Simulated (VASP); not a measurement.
A run of VASP 6.6.1 is set up as follows.

INCAR

```
ALGO = Normal
BPARAM = 10.0
CPARAM = 0.0093
EDIFF = 1E-6
EDIFFG = -0.005
ENCUT = 600
GGA = PE
IBRION = 2
ISIF = 3
ISMEAR = -1
IVDW_NL = 2
LASPH = True
LCHARG = False
LREAL = False
LUSE_VDW = True
LWAVE = False
NELM = 80
NSW = 60
PREC = Accurate
SIGMA = 0.05
```

File KPOINTS:

```
k-points
0
Gamma
  8 8 8
```

File POSCAR:

```
Sr
1.0
   -3.7063582770      3.7063582770      2.0208764669
    3.7063582770     -3.7063582770      2.0208764669
    3.7063582770      3.7063582770     -2.0208764669
Sr
2
Direct
    0.0000000000      0.0000000000      0.0000000000
    0.7500000000      0.2500000000      0.5000000000
```

Potentials or basis: VASP PAW PBE potentials, release 64 (Sr_sv).

Launch:

```bash
$ cat potpaw_PBE.64/Sr_sv/POTCAR > POTCAR
$ mpirun -np 1 vasp_std > vasp.out
```

Problem. Predict the relaxed volume.

Solution. 54.00 Å³/atom.

Problem. What does it give for the relaxed cell?

Solution. a = 5.583 Å, b = 5.583 Å, c = 5.583 Å, α = 97.25°, β = 97.25°, γ = 138.40°.

Problem. Estimate the band gap on the k mesh.

Solution. None (metal or under the smearing width).

Step by step:
| step | energy change (eV) | largest force (eV/Å) | pressure (GPa) | volume (Å³) |
| --- | --- | --- | --- | --- |
| 1 | 0.0000 | 0.0000 | -0.23 | 111.04 |
| 2 | -0.0030 | 0.0000 | -0.14 | 109.75 |
| 3 | -0.0039 | 0.0000 | -0.05 | 108.58 |
| 4 | -0.0039 | 0.0000 | -0.04 | 108.49 |
| 5 | -0.0040 | 0.0000 | -0.02 | 108.21 |
| 6 | -0.0040 | 0.0000 | 0.00 | 107.99 |

Caveat: pairwise dispersion overbinds metals, which lowers pressure and volume.
